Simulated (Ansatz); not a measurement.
**A failed many-body run on RbBr (Fm-3m)**

Aim: the G0W0 gap of RbBr (Fm-3m). The first input has a fault.

Program: Ansatz 0.2.0. Level of theory: G0W0 on PBE, plane waves, PAW; PAW set soft_1. Results are calculated unless marked as measured.

The database entry behind the starting cell differs from later determinations by our own check (about 0.5 % short), so it need not match the best structure at ambient conditions.

**1. Set-up**

Symmetry: Fm-3m, No. 225, cubic system. The conventional cell has a = 6.854 Å, b = 6.854 Å, c = 6.854 Å, α = 90.00°, β = 90.00°, γ = 90.00°. Nearest to Rb lie 6 Br at 3.43 Å. Br has 6 Rb at 3.43 Å nearest. Farther neighbours and most contacts between anions are not listed.

The cell and positions come from the Crystallography Open Database and are kept as given unless a step says otherwise.

**2. First try**

Input file input.yaml:

```yaml
crystal:
  lattice:
    - [0.0, 3.427, 3.427]
    - [3.427, 0.0, 3.427]
    - [3.427, 3.427, 0.0]
  atoms:
    - { symbol: Rb, position: [0.0, 0.0, 0.0] }
    - { symbol: Br, position: [0.5, 0.5, 0.5] }
kpoints:
  mp_grid: { grid: [4, 4, 4] }
hamiltonian:
  xc: pbe
  pseudopotentials: { kind: paw, azcp: { folder: soft_1 } }
scf:
  occupations: { method: fixed }
gw:
  n_empty_bands: 130
  ecut_chi: 10
  qp_bands: [v2, c2]
  qp_kpoints: band_edges
  screening: { model: contour_deformation }
```

Command:

```bash
$ ansatz run input.yaml --threads 24 --pin off --max-ram 82944MiB --backend cuda --events-out ev --progress --plain --runs-dir out --devices 1 --max-vram 78GiB
```

Numbers of over 12 decimals in the logs are rounded to 6 here.

Output:

```text
GPUs: using 1 of 1 available (devices: 1).
Engine: ansatz 0.2.0, aarch64-unknown-linux-gnu
Pseudopotentials: kind: paw
Pseudopotential: Rb, paw, valence charge 9, recommended cutoff 420 eV (normal), soft_1/Rb.paw.azcp
Pseudopotential: Br, paw, valence charge 7, recommended cutoff 420 eV (normal), soft_1/Br.paw.azcp
Functional definition: PBE
  parameter kappa = 0.804
  parameter beta = 0.066725
  exchange = pbe_x(kappa = kappa, mu = beta*pi^2/3)
  correlation = pbe_c(beta = beta)
device memory: the entry about to start is reckoned to put 2.3 GiB on a device that reports 180.4 GiB free (of which the cap on the GPU budget leaves the run 78.0 GiB)
GPU FFT provider: cuFFT
GPU libraries: cuBLAS 13.8.1, cuFFT 12.4.0, cuSOLVER 12.3.2
GPU matrix products: emulated (plane waves: as basis.precision tells), large ones in fixed point in workspaces of 1.00 GiB
Crystal: 2 atoms, lattice volume = 80.496 Å³
Basis set: ecut = 420 eV, 1591 PW (Γ)
Bands: 12, of which v1, the nominal top of the filled ones, is band 8 counted from 1 (7 counted from 0)
Symmetry: 48 space group operations
Space group: Fm-3m (ITA 225), of the structure as read, at distance tolerance 4.3e-5 Å
k-points: 8 of 64
Non-local potential: Rb, projectors of the file, l = 0: 3, l = 1: 2, l = 2: 2
Non-local potential: Br, projectors of the file, l = 0: 2, l = 1: 2, l = 2: 2
PAW form: soft (Blöchl's): semilocal exchange-correlation on the pseudo side does not see the compensation charge
PAW one-centre angular grid: Rb, 110 points (default); XC on 64 Gauss nodes
PAW one-centre angular grid: Br, 110 points (default); XC on 64 Gauss nodes
Initial density: superposition of atomic densities (chi_scale 0.1, normalization cell, long waves kept (reshape's long-wave potential 0.00 eV rms))
Initial wavefunctions: pseudopotential atomic-orbital guess
GPU buffer pool allocated for 46656 grid points (all kernels)
GPU transforms: local potential and band sums: pruned to the plane-wave sphere, on 36×36×36
Functional: x = pbe(κ = 0.804, μ = 0.219515), c = pbe(β = 0.066725)
SCF iter   1: F=—  HF=-6054.613130 eV  |F-HF|=—  |Δ(HF+E_count)|=         —  Δρ=2.89e-2  dr2=1.31e0  ethr=3.10e-3  ⟨swp⟩=6.0  Hψ=540  notcnv=0  defer=14
preconditioner: auto → none  [insulator: Δε(μ)=3.323 eV  Ē_g=13.281 eV  n_scr=14 (ndim 8)  ℏωp=15.5 eV  f_vac=0.000  ε∞_Penn≈2.4]
SCF iter   2: F=—  HF=-6054.081333 eV  |F-HF|=—  |Δ(HF+E_count)|=   5.32e-1  Δρ=7.42e-3  dr2=7.16e-2  ethr=3.10e-3  ⟨swp⟩=3.0  Hψ=267  notcnv=0  defer=14
SCF iter   3: F=—  HF=-6054.077422 eV  |F-HF|=—  |Δ(HF+E_count)|=   3.91e-3  Δρ=3.38e-3  dr2=9.92e-3  ethr=4.48e-4  ⟨swp⟩=2.0  Hψ=138  notcnv=0  defer=14
SCF iter   4: F=—  HF=-6054.083484 eV  |F-HF|=—  |Δ(HF+E_count)|=   6.06e-3  Δρ=9.34e-4  dr2=1.02e-3  ethr=6.20e-5  ⟨swp⟩=2.6  Hψ=144  notcnv=0  defer=14
SCF iter   5: F=—  HF=-6054.084332 eV  |F-HF|=—  |Δ(HF+E_count)|=   8.47e-4  Δρ=1.13e-4  dr2=1.35e-5  ethr=6.40e-6  ⟨swp⟩=3.1  Hψ=183  notcnv=0  defer=14
SCF iter   6: F=—  HF=-6054.084361 eV  |F-HF|=—  |Δ(HF+E_count)|=   2.91e-5  Δρ=1.18e-5  dr2=1.50e-7  ethr=8.42e-8  ⟨swp⟩=2.0  Hψ=176  notcnv=0  defer=12
SCF iter   7: F=-6054.084361 eV  HF=-6054.084361 eV  |F-HF|=7.59e-10  |Δ(HF+E_count)|=   3.86e-8  Δρ=1.20e-6  dr2=1.55e-9  ethr=6.25e-10  ⟨swp⟩=6.1  Hψ=422  notcnv=0
SCF 1 converged in 7 iterations: F = -6054.084361 eV  dr2 = 1.55e-9
[...]
device memory: the entry about to start is reckoned to put 3.4 GiB on a device that reports 180.4 GiB free (of which the cap on the GPU budget leaves the run 78.0 GiB)
NSCF: frozen V_eff on 8 k-points
[...]
device memory: the entry about to start is reckoned to put 9.8 GiB on a device that reports 180.4 GiB free (of which the cap on the GPU budget leaves the run 78.0 GiB)
NSCF: frozen V_eff on 8 k-points
G₀W₀ screening: q 1/8
[... further progress lines ...]
device memory: the entry about to start is reckoned to put 0.3 GiB on a device that reports 173.7 GiB free (of which the cap on the GPU budget leaves the run 78.0 GiB)
NSCF: frozen V_eff on 1 k-points
SCF converged after 7 iterations
Free energy (F): -6054.084361 eV
Harris-Foulkes:  -6054.084361 eV  (|F-HF|=7.59e-10)
Internal energy: -6054.084361 eV  (E = F + TS)
E sigma→0 (E₀):  -6054.084361 eV
Fermi energy:    1.246185 eV
--- Per-component energies (eV) ---
  E_band       = -106.745169
  E_kinetic    = 314.000847
  E_local      = -782.297309  (includes V_loc(G=0)·N_el)
  E_nonlocal   = 238.888623
  E_hartree    = 203.878098
  E_xc         = -322.289352
  E_vxc        = -239.748323  (∫ρ·V_xc dr)
  E_paw        = -4935.925800  (= ΣΔE_a)
  E_vpaw       = -45.345252  (= ΣTr[D̂ρ^β])
  E_aug_tail   = -0.000018  (compensation charges beyond the density's cutoff)
  E_ewald      = -770.339449
  E_smearing   = -0.000000  (= −TS)
  E_closure    = -0.000000  (closes the sum)
  Σ components = -6054.084361   (vs F -6054.084361, Δ=0.00e0)
--- Band table (eV; the first three rows and the last of 8) ---
  k-point 0: bands = [... 4 lower, -7.2439, 1.2462, 1.2462, 1.2462, 5.6105, 8.5285, 8.5285, 8.5285]
  k-point 1: bands = [... 4 lower, -7.2198, 0.6863, 1.0616, 1.0616, 6.8792, 8.3956, 9.2494, 9.2494]
  k-point 2: bands = [... 4 lower, -7.1960, 0.2589, 0.8921, 0.8921, 8.0609, 8.9659, 10.7362, 10.7362]
  k-point 7: bands = [... 4 lower, -7.2253, 0.7544, 0.8994, 0.8994, 8.3289, 8.3289, 9.5121, 9.8656]
--- G₀W₀: contour deformation, 5 samples at zero and on the imaginary axis and 2 off it, 64 q-points, 130 empty bands' worth ---
  eigenvalues of the whole cell's RPA ε∞ on this k-mesh (on a slab, of 1 + 4πα/V) = 2.7451, 2.7451, 2.7451; static W/v taken at q = 0 is 0.364279
  gw.qp_kpoints: band_edges: 8 of 8 stored k-points solved, in 1 pass; an edge of the gap read off the rows below is read off those points alone
    ik  band        ε_KS         Σx   Σc(E_QP)       V_xc       Z   E_QP_lin       E_QP  E_QP is
     0     7      1.2462   -19.3628     2.4633   -15.4499  0.8501    -0.2284    -0.2033  root
     0     8      1.2462   -19.3628     2.4633   -15.4499  0.8501    -0.2284    -0.2033  root
     0     9      5.6105    -4.1747    -2.7977    -7.6814  0.8647     6.3234     6.3194  root
     0    10      8.5285    -3.7837    -2.9957    -7.9404  0.8592     9.7030     9.6896  root
     1     7      1.0616   -19.0059     2.4865   -15.0457  0.8477    -0.4389    -0.4121  root
     1     8      1.0616   -19.0059     2.4865   -15.0457  0.8477    -0.4389    -0.4121  root
     1     9      6.8792    -4.9529    -2.8679    -8.6032  0.8604     7.6671     7.6617  root
     1    10      8.3956    -3.8680    -3.0269    -7.8106  0.8563     9.3198     9.3113  root
     2     7      0.8921   -18.7232     2.5175   -14.7087  0.8453    -0.6338    -0.6049  root
     2     8      0.8921   -18.7232     2.5175   -14.7087  0.8453    -0.6338    -0.6049  root
     2     9      8.0609    -3.8024    -2.9804    -7.3799  0.8558     8.6614     8.6580  root
     2    10      8.9659    -5.4324    -3.1731    -9.5912  0.8480     9.9633     9.9516  root
     3     7      1.1478   -19.2301     2.4762   -15.2841  0.8489    -0.3482    -0.3220  root
     3     8      1.1478   -19.2301     2.4762   -15.2841  0.8489    -0.3482    -0.3220  root
[...]
6    10      8.3789    -4.4545    -2.9580    -8.6306  0.8611     9.6115     9.5971  root
     7     7      0.8994   -18.8953     2.5025   -14.8662  0.8460    -0.6568    -0.6272  root
     7     8      0.8994   -18.8953     2.5025   -14.8662  0.8460    -0.6568    -0.6272  root
     7     9      8.3289    -3.9026    -3.0348    -7.7698  0.8553     9.1684     9.1614  root
     7    10      8.3289    -3.9026    -3.0348    -7.7698  0.8553     9.1684     9.1614  root
```

It took 1.6 s on 1 × NVIDIA GB200 (shared by 2 runs) with 24 threads of Arm Neoverse V2, shared host; peak memory 1.1 GiB.

Reading the cycles: dr2 is the Hartree energy of the density residual (eV), the measure of convergence; HF is the Harris–Foulkes estimate of the energy, which meets the free energy F at convergence.

**Diagnosis.**

The run ended normally, though the input holds a fault or crude settings.

The fault: screening cutoff of 10 eV. Nearly all local fields and short-range correlation are left out.

It printed a gap of 6.52 eV, which is an artefact of the settings.

**3. A better input**

Now the one-shot GW correction: screening in the RPA, then the self-energy of the levels asked for. This step takes PAW set soft_1 files.

Changes to input.yaml since step 2:

```diff
@@ -16,4 +16,4 @@
 gw:
-  n_empty_bands: 130
-  ecut_chi: 10
+  n_empty_bands: 240
+  ecut_chi: 120
   qp_bands: [v2, c2]
```

Output:

```text
GPUs: using 1 of 1 available (devices: 1).
[...]
GPU FFT provider: cuFFT
GPU libraries: cuBLAS 13.8.1, cuFFT 12.4.0, cuSOLVER 12.3.2
[...]
Crystal: 2 atoms, lattice volume = 80.496 Å³
Basis set: ecut = 420 eV, 1591 PW (Γ)
Bands: 12, of which v1, the nominal top of the filled ones, is band 8 counted from 1 (7 counted from 0)
[... 1 set-up line as in the run before ...]
[...]
k-points: 8 of 64
[...]
GPU buffer pool allocated for 46656 grid points (all kernels)
[...]
SCF iter   1: F=—  HF=-6054.613130 eV  |F-HF|=—  |Δ(HF+E_count)|=         —  Δρ=2.89e-2  dr2=1.31e0  ethr=3.10e-3  ⟨swp⟩=6.0  Hψ=540  notcnv=0  defer=14
[...]
SCF iter   7: F=-6054.084361 eV  HF=-6054.084361 eV  |F-HF|=7.59e-10  |Δ(HF+E_count)|=   3.86e-8  Δρ=1.20e-6  dr2=1.55e-9  ethr=6.25e-10  ⟨swp⟩=6.1  Hψ=422  notcnv=0
SCF 1 converged in 7 iterations: F = -6054.084361 eV  dr2 = 1.55e-9
[...]
0     7      1.2462   -19.3628     2.0487   -15.4499  0.8027    -0.6667    -0.6181  root
     0     8      1.2462   -19.3628     2.0487   -15.4499  0.8027    -0.6667    -0.6181  root
     0     9      5.6105    -4.1747    -2.9466    -7.6814  0.8624     6.1730     6.1705  root
     0    10      8.5285    -3.7837    -3.1945    -7.9404  0.8541     9.4998     9.4907  root
     1     7      1.0616   -19.0059     2.0761   -15.0457  0.8016    -0.8742    -0.8225  root
     1     8      1.0616   -19.0059     2.0761   -15.0457  0.8016    -0.8742    -0.8225  root
     1     9      6.8792    -4.9529    -3.0184    -8.6032  0.8548     7.5147     7.5112  root
     1    10      8.3956    -3.8680    -3.1407    -7.8106  0.8512     9.2040     9.1974  root
[...]
7     7      0.8994   -18.8953     2.1056   -14.8662  0.8026    -1.0792    -1.0242  root
     7     8      0.8994   -18.8953     2.1056   -14.8662  0.8026    -1.0792    -1.0242  root
     7     9      8.3289    -3.9026    -3.1149    -7.7698  0.8504     9.0871     9.0812  root
     7    10      8.3289    -3.9026    -3.1149    -7.7698  0.8504     9.0871     9.0812  root
[key lines of the parts left out:]
SCF converged after 7 iterations
Free energy (F): -6054.084361 eV
Fermi energy:    1.246185 eV
```

Elapsed: 2.6 s, on 1 × NVIDIA GB200 (shared by 2 runs) with 24 threads; peak memory 1.2 GiB; 6.5 s of CPU time.

This step gave:

```
bands summed                                 : 248
RPA ε∞ on this mesh (eigenvalues)            : 2.359, 2.359, 2.359
plane waves in the screening matrix          : 259
q-points in the mesh                         : 64
G0W0 gap on the mesh                         : 6.789 eV
k of the valence top                         : 0, 0, 0
k of the conduction bottom                   : 0, 0, 0
starting gap on the mesh                     : 4.364 eV
Z at the valence top                         : 0.8027
Z at the conduction bottom                   : 0.8624
least direct G0W0 gap on the computed points : 6.789 eV
```

The gap on the mesh goes from 4.36 eV to 6.79 eV, a correction of +2.42 eV. Between the two edge states, bare exchange in place of the xc potential would open the gap by 7.42 eV, and correlation takes back 5.00 eV.

**4. Outcome**

```
first try  : converged after 1.6 s
better run : G0W0 gap on the mesh 6.79 eV (4×4×4 mesh, 240 empty bands, screening to 120 eV, PAW set soft_1 files)
```

**Reading.** The second run differs in: empty bands and screening cutoff (eV). Bands and cutoff are finite, so the gap is not at the basis limit. The miss can reach some tenths of an eV and take either sign; the mesh is an error of its own. The many-body steps are scalar-relativistic: spin-orbit coupling is not in them.

[Paths, hosts, dates, memory and timing lines, banners, echoed tables and standing remarks are left out of the program output.]

[Logs are printed without paths, hosts, clocks, repeated set-up lines and the standing remarks that a program may print on its own settings, such as how far it seeks lower states.]

[Runs of the session that timed out or met a known fault of the program may be left out.]

[Cells called generated may have been cut or substituted from an entry of the Crystallography Open Database or the Materials Project.]

[Hosts, paths, dates, database ids (printed as entryN), source tags and the programs' standing remarks are cut or masked in the printed files.]
